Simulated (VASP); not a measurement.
# Ga (C2/c) in VASP: notebook, part 2 of 2

VASP 6.6.1. Earlier steps stand in the parts before.

## Step 4: Single point, PBE, 17.80 Å³/atom (strain = -0.04)

Input file INCAR:

```
SYSTEM = Ga
ALGO = Normal ; EDIFF = 1E-7
ENCUT = 520 ; GGA = PE
ISIF = 2 ; ISMEAR = -1
LASPH = .TRUE. ; LCHARG = .FALSE.
LREAL = .FALSE. ; LWAVE = .FALSE.
NELM = 60 ; PREC = Accurate
SIGMA = 0.05
```

Input file KPOINTS:

```
k-points
0
G
  10 10 8
  0 0 0
```

Input file POSCAR:

```
Ga
1.0
    1.3830000000     -4.0265000000      0.0000000000
    1.3830000000      4.0265000000      0.0000000000
   -0.1174474948      0.0000000000      3.1967322639
Ga
2
Direct
    0.1310000000      0.8690000000      0.7500000000
    0.8690000000      0.1310000000      0.2500000000
```

Potentials or basis: VASP PAW PBE potentials, release 64 (Ga_d).

Started as:

```
> cat potpaw_PBE.64/Ga_d/POTCAR > POTCAR
> mpirun -np 1 vasp_std > vasp.out
```

OUTCAR:

```text
SYSTEM = Ga
   EDIFF = 1E-7
   ENCUT = 520
   GGA = PE
   ISIF = 2
   ISMEAR = -1
   LASPH = .TRUE.
   LREAL = .FALSE.
   NELM = 60
   PREC = Accurate

 ion  position               nearest neighbor table
   1  0.131  0.869  0.750-   2 2.65   2 2.65   2 2.83   2 2.83   2 2.88   2 2.88
   2  0.869  0.131  0.250-   1 2.65   1 2.65   1 2.83   1 2.83   1 2.88   1 2.88

  LATTYP: Found a base centered monoclinic cell.
 ALAT       =     2.7660000000
 B/A-ratio  =     2.9114244396
 C/A-ratio  =     1.1565036293
 COS(beta)  =    -0.0367150887

  Lattice vectors:

 A1 = (   1.3830000000,  -4.0265000000,   0.0000000000)
 A2 = (   1.3830000000,   4.0265000000,   0.0000000000)
 A3 = (  -0.1174474948,   0.0000000000,   3.1967322639)

Analysis of symmetry for initial positions (statically):
=====================================================================
 Subroutine PRICEL returns:
 Original cell was already a primitive cell.

 Routine SETGRP: Setting up the symmetry group for a
 base centered monoclinic supercell.

 Subroutine GETGRP returns: Found  4 space group operations
 (whereof  2 operations were pure point group operations)
 out of a pool of  4 trial point group operations.

The static configuration has the point symmetry S_2 .
 The point group associated with its full space group is C_2h.

Analysis of symmetry for dynamics (positions and initial velocities):
=====================================================================
 Subroutine PRICEL returns:
 Original cell was already a primitive cell.

 Routine SETGRP: Setting up the symmetry group for a
 base centered monoclinic supercell.

 Subroutine GETGRP returns: Found  4 space group operations
 (whereof  2 operations were pure point group operations)
 out of a pool of  4 trial point group operations.

The dynamic configuration has the point symmetry S_2 .
 The point group associated with its full space group is C_2h.

[... 114 lines left out ...]
   EFERMI_NEDOS =   21; number of points for ismear=-14 and -15
   IALGO  =     38    algorithm
   IMIX   =      4    mixing-type and parameters
     AMIX     =   0.40;   BMIX     =  1.00
     AMIX_MAG =   1.60;   BMIX_MAG =  1.00
  volume/ion in A,a.u.               =      17.80       120.13
  Fermi-wavevector in a.u.,A,eV,Ry     =   1.474248  2.785925 29.571002  2.173407
  Thomas-Fermi vector in A             =   2.589042
   LORBIT       =      0    0 simple, 1 ext, 2 COOP (PROOUT), +10 PAW based schemes
   GGA     = PE    functional components
   LHFCALC =     F    Hartree Fock is set to
   AEXX    =    0.0000 exact exchange contribution
   IVDW    =     0    specifies the selected vdW correction
   LEPSILON=     F    determine dielectric tensor
   LRPA    =     F    only Hartree local field effects (RPA)
 non-spin polarized calculation
  energy-cutoff  :      520.00
  volume of cell :       35.60
 maximum number of plane-waves:       974
   NGX = 15   NGY = 15   NGZ = 11

 number of electron      26.0000000 magnetization

 Free energy of the ion-electron system (eV)
  ---------------------------------------------------
  ext. energy  EPLUGINS =         0.00000000
  ---------------------------------------------------
  free energy    TOTEN  =        -5.75199286 eV

  energy without entropy =       -5.74750345  energy(sigma->0) =       -5.74974815

 E-fermi :   6.1009     XC(G=0): -11.2674

 val. band max:        6.0748703940   @ k =   0.3000  -0.0000   0.1250
 cond. band min:       6.1369882697   @ k =  -0.2000   0.5000   0.2500
 fundamental gap:      0.0621178757
 Fermi energy:         6.1009383562

 k-point     1 :       0.0000    0.0000    0.0000
  band No.  band energies     occupation
      1      -9.1635      2.00000
      2      -9.1524      2.00000
      3      -9.1026      2.00000
      4      -9.0807      2.00000
      5      -8.8027      2.00000
      6      -8.7948      2.00000
[... 457 lines left out ...]
      4      -8.9445      2.00000
      5      -8.8998      2.00000
      6      -8.8720      2.00000
[... 9 lines left out ...]
     16      13.1968      0.00000
     17      13.3961      0.00000

 [... further k-points ...]

------------------------ aborting loop because EDIFF is reached ----------------------------------------

  FORCE on cell =-STRESS in cart. coord.  units (eV):
  Direction    XX          YY          ZZ          XY          YZ          ZX
  --------------------------------------------------------------------------------------
  -------------------------------------------------------------------------------------
  Total        1.0834030      0.9488480      0.8131742      0.0000000      0.0000000      0.0613587
  in kB       48.7544755     42.6993345     36.5938420      0.0000000      0.0000000      2.7612170
  external PRESSURE =      42.6825507 kB  Pullay stress =       0.0000000 kB

 VOLUME and BASIS-vectors are now :
 -----------------------------------------------------------------------------
  energy-cutoff  :      520.00
  volume of cell :       35.60
      direct lattice vectors                 reciprocal lattice vectors
     1.383000000 -4.026500000  0.000000000     0.361532899 -0.124177325  0.013282668
     1.383000000  4.026500000  0.000000000     0.361532899  0.124177325  0.013282668
    -0.117447495  0.000000000  3.196732264     0.000000000  0.000000000  0.312819441

 POSITION                                       TOTAL-FORCE (eV/Angst)
 -----------------------------------------------------------------------------------
      1.29491      2.97156      2.39755        -0.000000     -0.256951      0.000000
      1.35364     -2.97156      0.79918         0.000000      0.256951     -0.000000
 -----------------------------------------------------------------------------------
    total drift:                                0.000000      0.000000     -0.000000

  FREE ENERGIE OF THE ION-ELECTRON SYSTEM (eV)
  ---------------------------------------------------
  free  energy   TOTEN  =        -5.7519928602 eV

  energy  without entropy=       -5.7475034457  energy(sigma->0) =       -5.74974815
```

OSZICAR:

```text
N       E                     dE             d eps       ncg     rms          rms(c)
DAV:   1     0.109951658573E+03    0.10995E+03   -0.13953E+04  7918   0.294E+03
DAV:   2     0.945416172509E+00   -0.10901E+03   -0.10777E+03  8265   0.365E+02
DAV:   3    -0.572691991097E+01   -0.66723E+01   -0.66366E+01  8942   0.882E+01
DAV:   4    -0.580843332269E+01   -0.81513E-01   -0.81433E-01  9508   0.103E+01
DAV:   5    -0.580989323034E+01   -0.14599E-02   -0.14598E-02  9200   0.130E+00    0.149E+00
DAV:   6    -0.576241496620E+01    0.47478E-01   -0.10882E-01 10172   0.611E+00    0.768E-01
DAV:   7    -0.575304612162E+01    0.93688E-02   -0.21870E-02 10710   0.231E+00    0.208E-01
DAV:   8    -0.575197602051E+01    0.10701E-02   -0.25700E-03  9340   0.801E-01    0.192E-02
DAV:   9    -0.575199200836E+01   -0.15988E-04   -0.10046E-04  9058   0.116E-01    0.780E-03
DAV:  10    -0.575199303638E+01   -0.10280E-05   -0.77405E-06  9617   0.373E-02    0.191E-03
DAV:  11    -0.575199289760E+01    0.13877E-06   -0.10879E-06  9749   0.140E-02    0.479E-04
DAV:  12    -0.575199286020E+01    0.37403E-07   -0.68793E-08  4824   0.393E-03
   1 F= -.57519929E+01 E0= -.57497482E+01  d E =-.448941E-02
```

stdout:

```text
POSCAR found type information on POSCAR Ga
 POSCAR found :  1 types and       2 ions
 scaLAPACK will be used
 LDA part: xc-table for (Slater+PW92), standard interpolation
 POSCAR, INCAR and KPOINTS ok, starting setup
 FFT: planning ... GRIDC
 FFT: planning ... GRID_SOFT
 FFT: planning ... GRID
 WAVECAR not read
 entering main loop
```

It took 2.4 min on 1 thread of Intel Xeon Platinum 8259CL at 2.50GHz (Skylake/Cascade Lake), shared host; peak memory 0.24 GiB.

What came out:

```yaml
Free_energy: -5.7520 eV
Pressure: 4.3 GPa
Largest_force: 0.257 eV/Å
Band_gap_on_the_k_mesh: none (metal or under the smearing width)
```

## Step 5: Single point, PBE, 18.17 Å³/atom (strain = -0.02)

INCAR is that of step 4.

KPOINTS is that of step 4.

POSCAR, as its differences from that of step 4:

```diff
@@ -4,3 +4,3 @@
     1.3830000000      4.0265000000      0.0000000000
-   -0.1174474948      0.0000000000      3.1967322639
+   -0.1174474948      0.0000000000      3.2633308528
 Ga
```

Started as:

```
> cat potpaw_PBE.64/Ga_d/POTCAR > POTCAR
> mpirun -np 1 vasp_std > vasp.out
```

Wall time 2.3 min (1 thread of Intel Xeon Platinum 8259CL at 2.50GHz (Skylake/Cascade Lake), shared host); peak memory 0.25 GiB.

It converged, with:

* Free energy: -5.7655 eV
* Pressure: 3.0 GPa
* Largest force: 0.227 eV/Å
* Band gap on the k mesh: none (metal or under the smearing width)

## Step 6: The reference run

An earlier run on the cell as given: functional PBE; potentials or basis VASP PAW PBE potentials, release 64 (Ga_d); cutoff 520 eV; k mesh 10 × 10 × 8; occupations fermi-dirac, width 0.05 eV; no spin polarisation.

- Pressure: 1.8 GPa
- Largest force: 0.203 eV/Å
- Band gap on the k mesh: none (metal or under the smearing width)
